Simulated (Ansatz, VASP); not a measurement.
# CsBr: VASP beside Ansatz

File INCAR:

```
SYSTEM = CsBr
ALGO = Normal ; EDIFF = 1E-7
ENCUT = 520 ; GGA = PE
ISIF = 2 ; ISMEAR = -1
LASPH = .TRUE. ; LCHARG = .FALSE.
LREAL = .FALSE. ; LWAVE = .FALSE.
NBANDS = 15 ; NELM = 100
PREC = Accurate ; SIGMA = 0.05
```

The input KPOINTS:

```
k-points
0
G
  6 6 6
  0 0 0
```

POSCAR

```
CsBr
1.0
    4.4104598805      0.0000000000      0.0000000000
    0.0000000000      4.4104598805      0.0000000000
    0.0000000000      0.0000000000      4.4104598805
Cs Br
1 1
Direct
    0.0000000000      0.0000000000      0.0000000000
    0.5000000000      0.5000000000      0.5000000000
```

File input.yaml:

```yaml
crystal:
  lattice:
    - [4.4104598805, 0.0, 0.0]
    - [0.0, 4.4104598805, 0.0]
    - [0.0, 0.0, 4.4104598805]
  atoms:
    - { symbol: Cs, position: [0.0, 0.0, 0.0] }
    - { symbol: Br, position: [0.5, 0.5, 0.5] }
hamiltonian:
  xc: pbe
  pseudopotentials: { kind: paw }
kpoints:
  mp_grid: { grid: [6, 6, 6] }
scf:
  occupations: { method: fermi_dirac, width: 0.05 }
output:
  forces: true
  stress: true
  eigenvalues: true
  write_density: true
  write_potential: true
  elf: true
  volumetric_format: npy
```

Change from the starting cell: volume scaled by 1.06.

Alike in both runs: task single point; functional PBE; k mesh 6 × 6 × 6; occupations fermi-dirac, width 0.05 eV; no spin polarisation.

|  | VASP | Ansatz |
| --- | --- | --- |
| version | VASP 6.6.1 | Ansatz 0.2.0 |
| potentials or method | VASP PAW PBE potentials, release 64 (Cs_sv, Br) | Ansatz PAW |
| plane-wave cutoff (eV) | 520 | 420 |
| valence electrons in the cell | 16 | 16 |

|  | VASP | Ansatz | Ansatz less VASP |
| --- | --- | --- | --- |
| gap on the k mesh at the Fermi level (eV) | 4.19 | 4.20 | +0.011 |
| least direct gap on the mesh (eV) | 4.22 | 4.23 | +0.008 |
| pressure (GPa) | -0.1 | -0.2 | -0.03 |

Caveats: spin-orbit coupling is left out, which moves the levels of the heavy elements. A k mesh can miss the band edges.
